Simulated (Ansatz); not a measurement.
# HfO$_{2}$: two-dimensional strain map

Level of theory: DFT PBE, scalar-relativistic, plane waves, PAW in Ansatz. The runs took a 420 eV cutoff, a Γ-centred 6×6×4 mesh and Gaussian smearing (0.05 eV). Spin–orbit coupling is left out, which can shift energies with elements as heavy as these. No spin polarisation. Energies are free energies at this smearing, counted from the undisturbed cell; pressure is positive in compression.

The undisturbed cell (relaxed at this level; this form isn't the usual structure):

```
Hf O
1.0
     3.60430    0.00000    0.00000
     0.00000    3.60430    0.00000
     0.00000    0.00000    5.26397
Hf O
2 4
Direct
  0.50000 0.50000 0.50000
  0.00000 0.00000 0.00000
  0.00000 0.50000 0.69325
  0.50000 0.00000 0.80675
  0.50000 0.00000 0.30675
  0.00000 0.50000 0.19325
```

The cell is strained by p along both x and y and by q along z, fractional coordinates fixed. Points are written (p, q).

Energy above the undisturbed cell in meV/atom (a dash: not computed):

| p \ q | -0.050 | -0.025 | 0.000 | 0.025 | 0.050 |
| --- | --- | --- | --- | --- | --- |
| -0.050 | 223.2 | 162.7 | 125.1 | 107.7 | 108.4 |
| -0.025 | 94.9 | 51.5 | 29.6 | 26.7 | ? |
| 0.000 | 39.3 | 9.4 | 0.0 | 8.5 | 33.0 |
| 0.025 | 45.3 | 26.0 | 26.3 | ? | 75.8 |
| 0.050 | 103.0 | 92.0 | ? | 123.5 | ? |

Task: Fill in the withheld energies.

Result: (-0.025, 0.050): 40.9; (0.025, 0.025): 43.6; (0.050, 0.000): 99.7; (0.050, 0.050): 161.6.